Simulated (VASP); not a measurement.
Set up this calculation in VASP 6.6.1, as the native input.

| Quantity | Value |
| --- | --- |
| Task | relaxation of cell and atoms |
| Functional | PBEsol |
| Potentials or basis | VASP PAW PBE potentials, release 64 (Zn) |
| Cutoff | 600 eV |
| k mesh | 18 × 18 × 8 |
| Occupations | methfessel-paxton, width 0.1 eV |
| Spin | no spin polarisation |
| Further INCAR settings | ALGO = Normal; EDIFF = 1e-07; IBRION = 2; EDIFFG = -0.005; NSW = 90; ISIF = 3 |

The structure of Zn lies in POSCAR:

```
Zn                                      
1.0
    2.5999646903     -0.0000000000     -0.0000000000
   -1.2999823451      2.2516354707      0.0000000000
    0.0000000000     -0.0000000000      4.8762965948
  Zn            
     2
Direct
     0.3333333332999970    0.6666666667000030    0.2500000000000000
     0.6666666667000030    0.3333333332999970    0.7500000000000000
```

The input as run:

INCAR

```
SYSTEM = Zn
  PREC = Accurate
  ENCUT = 600
  EDIFF = 1E-7
  ISMEAR = 1
  SIGMA = 0.1
  LREAL = .FALSE.
  LASPH = .TRUE.
  NELM = 80
  ALGO = Normal
  ISIF = 3
  LWAVE = .FALSE.
  LCHARG = .FALSE.
  GGA = PS
  IBRION = 2
  NSW = 90
  EDIFFG = -0.005
  KPAR = 2
```

KPOINTS

```
Automatic mesh
0
G
  18 18 8
  0 0 0
```

Potentials or basis: VASP PAW PBE potentials, release 64 (Zn).

Command:

```sh
$ cat potpaw_PBE.64/Zn/POTCAR > POTCAR
$ mpirun -np 2 vasp_std > vasp.out
```

It gave:

The pressure after relaxing is 0.0 GPa and the band gap on the k mesh is none (metal or under the smearing width).

Caveat: the relaxation stopped at its first step, so nothing moved; the PAW data sets were made with another functional, which shifts forces and pressure a little.

Run time: 70 s on 2 MPI ranks on AMD EPYC 7R43 64-Core Processor (Zen 3), on a shared host, peak memory 0.18 GiB a rank.
